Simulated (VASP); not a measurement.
# EuO: single point with PBE+U

**Measured values to compare with.**

From a printed reference work, monograph, for a bulk crystal of EuO at 300 K: band gap 1.115 eV (optical).

The system is EuO.

```xyz
2
Lattice="0.0000 2.5720 2.5720 2.5720 0.0000 2.5720 2.5720 2.5720 0.0000" Properties=species:S:1:pos:R:3 pbc="T T T"
Eu    0.0000    0.0000    0.0000
O     2.5720    2.5720    2.5720
```

```json
{"Program": "VASP 6.6.1", "Task": "single point", "Functional": "PBE", "Potentials or basis": "VASP PAW PBE potentials, release 64 (Eu, O)", "Cutoff": "600 eV", "k mesh": "10 × 10 × 10", "Occupations": "gaussian, width 0.03 eV", "Spin": "collinear spin, ferromagnetic start", "Starting moments": "[7.0, 0.0] μB", "Hubbard terms": "Eu f U = 6.0 eV", "Further INCAR settings": "ALGO = Normal; EDIFF = 1e-06; NBANDS = 22; AMIX = 0.2; BMIX = 0.0001"}
```

| Property | Result |
| --- | --- |
| Pressure | 1.2 GPa |
| Band gap on the k mesh | none (metal or under the smearing width) |
| Net moment | 7.00 μB per cell |
| Site moments | Eu +6.73; O -0.09 μB |
| Valence electrons inside the program's atomic spheres | Eu 14.95; O 4.96 |

Levels at points of the mesh, in eV from the Fermi level:
Spin up:
```
           k point  band 13  band 14  band 15  band 16  band 17  band 18
(0.00, 0.00, 0.00)     0.01     0.01     0.01     0.91     2.95     2.95
(0.50, 0.00, 0.00)    -0.52    -0.48    -0.48     3.53     5.69     5.69
(0.50, 0.50, 0.00)    -0.49    -0.16    -0.16    -0.01     4.69     7.08
```
Spin down:
| k point | band 4 | band 5 | band 6 | band 7 | band 8 | band 9 | band 10 | band 11 | band 12 | band 13 |
| --- | --- | --- | --- | --- | --- | --- | --- | --- | --- | --- |
| (0.00, 0.00, 0.00) | -15.92 | -15.92 | -2.60 | -2.60 | -2.60 | 1.71 | 3.91 | 3.91 | 3.91 | 6.28 |
| (0.50, 0.00, 0.00) | -16.01 | -14.95 | -4.69 | -3.75 | -3.75 | 4.16 | 6.40 | 6.73 | 6.73 | 9.12 |
| (0.50, 0.50, 0.00) | -16.37 | -16.37 | -2.67 | -2.56 | -2.56 | 0.85 | 5.58 | 7.86 | 8.32 | 9.42 |

Eigenvalues of the final occupation matrices:
```csv
site,spin,trace,eigenvalues
site 1 f,1,6.81,0.96 0.97 0.97 0.97 0.98 0.98 0.98
site 1 f,2,0.02,0.00 0.00 0.00 0.00 0.00 0.00 0.00
```

Wall time 60 s on 1 thread of Intel(R) Xeon(R) 6975P-C (Granite Rapids), on a shared host, peak memory 0.25 GiB.

Against the measured gap of EuO, 1.115 eV (optical; 300 K; a printed reference work, monograph), the calculated 0.00 eV is off by -1.11 eV. So large a miss can be the level of theory's own, or it may mean another phase, state or a wrong row. Spin-orbit coupling on Eu is left out. The value is that of PBE+U on a finite k mesh, which can miss the band edges, without temperature or zero-point motion. The run's magnetic order (collinear spin, ferromagnetic start) needn't be the measured crystal's.

Caveat: spin-orbit coupling is left out, which moves the levels of the heavy elements; a cell with one magnetic atom can't hold antiferromagnetic order, which such compounds often take. The state reached can hang on the start; a lower one may exist.
